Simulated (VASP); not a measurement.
**C: relaxation of cell and atoms with PBE**

The system is C.

```
CELL_PARAMETERS angstrom
0.00000 1.78680 1.78680
1.78680 0.00000 1.78680
1.78680 1.78680 0.00000
ATOMIC_POSITIONS crystal
C 0.00000 0.00000 0.00000
C 0.25000 0.25000 0.25000
```

This isn't the form of C at room conditions, which is graphite.

```
Program                : VASP 6.6.1
Task                   : relaxation of cell and atoms
Functional             : PBE
Potentials or basis    : VASP PAW PBE potentials, release 64 (C)
Cutoff                 : 520 eV
k mesh                 : 6 × 6 × 6
Occupations            : gaussian, width 0.02 eV
Spin                   : no spin polarisation
Further INCAR settings : ALGO = Normal; EDIFF = 1e-07; IBRION = 2; EDIFFG = -0.002; NSW = 80; ISIF = 3
```

* Pressure after relaxing: 0.0 GPa
* Band gap on the k mesh: 4.14 eV, indirect (least direct gap 5.57 eV)

Final structure:
```
C
1.0
     0.00000    1.78680    1.78680
     1.78680    0.00000    1.78680
     1.78680    1.78680    0.00000
C
2
Direct
  0.00000 0.00000 0.00000
  0.25000 0.25000 0.25000
```

Levels at points of the mesh, in eV from the valence-band top:
| k point | band 2 | band 3 | band 4 | band 5 | band 6 | band 7 |
| --- | --- | --- | --- | --- | --- | --- |
| (0.00, 0.00, 0.00) | 0.00 | 0.00 | 0.00 | 5.57 | 5.57 | 5.57 |
| (0.50, 0.00, 0.00) | -13.31 | -2.79 | -2.79 | 8.43 | 8.43 | 8.77 |
| (0.50, 0.50, 0.00) | -12.72 | -6.26 | -6.26 | 4.75 | 4.75 | 16.72 |

Run time: 2.4 s on 1 thread of Intel(R) Xeon(R) Platinum 8488C (Sapphire Rapids) (shared host), peak memory 0.11 GiB.

Caveat: the k mesh is coarse (spacing up to 0.51 Å⁻¹), so the values aren't converged; the relaxation stopped at its first step, so nothing moved. A k mesh can miss the band edges.
